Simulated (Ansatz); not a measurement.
Here is an Ansatz 0.2.0 calculation.

File input.yaml:

```yaml
crystal:
  lattice:
    - [-1.9111067713, 1.9111067713, 4.2806687947]
    - [1.9111067713, -1.9111067713, 4.2806687947]
    - [1.9111067713, 1.9111067713, -4.2806687947]
  atoms:
    - { symbol: Ti, position: [0.0, 0.0, 0.0] }
    - { symbol: Al, position: [0.25, 0.75, 0.5] }
    - { symbol: Al, position: [0.75, 0.25, 0.5] }
    - { symbol: Al, position: [0.5, 0.5, 0.0] }
hamiltonian:
  xc: revpbe
  pseudopotentials: { kind: paw }
  dispersion: d3bj
kpoints:
  mp_grid: { grid: [10, 10, 10] }
scf:
  occupations: { method: fermi_dirac, width: 0.05 }
output:
  forces: true
  stress: true
  eigenvalues: true
relax:
  f_tol: 0.01
  max_steps: 40
  cell: { stress_tol: 0.05 }
```

Potentials or basis: Ansatz PAW.

The run is started by

```sh
$ ansatz run input.yaml --threads 2 --pin off --max-ram 5632MiB --backend cpu --events-out ev --progress --plain --runs-dir out
```

Q: Estimate the space group after relaxing (to 0.05 Å).

A: I4/mmm (No. 139).

Q: What does it give for the relaxed cell?

A: a = 4.984 Å, b = 4.984 Å, c = 4.984 Å, α = 135.53°, β = 135.53°, γ = 64.71°.

Q: Predict the band gap on the k mesh.

A: None (metal or under the smearing width).

Step by step:
| step | energy change (eV) | largest force (eV/Å) | volume (Å³) |
| --- | --- | --- | --- |
| 1 | 0.0000 | 0.0000 | 62.54 |
| 2 | -0.0317 | 0.0000 | 58.80 |
| 3 | -0.0418 | 0.0000 | 59.96 |
| 4 | -0.0418 | 0.0000 | 59.89 |
| 5 | -0.0410 | 0.0000 | 59.89 |

Caveat: the plane-wave basis is chosen anew once the cell has moved, so the energies of steps on either side of that aren't comparable; pairwise dispersion overbinds metals, which lowers pressure and volume; the PAW data sets come from PBE, with cores solved anew for the run's functional, which leaves a small shift of forces and pressure.
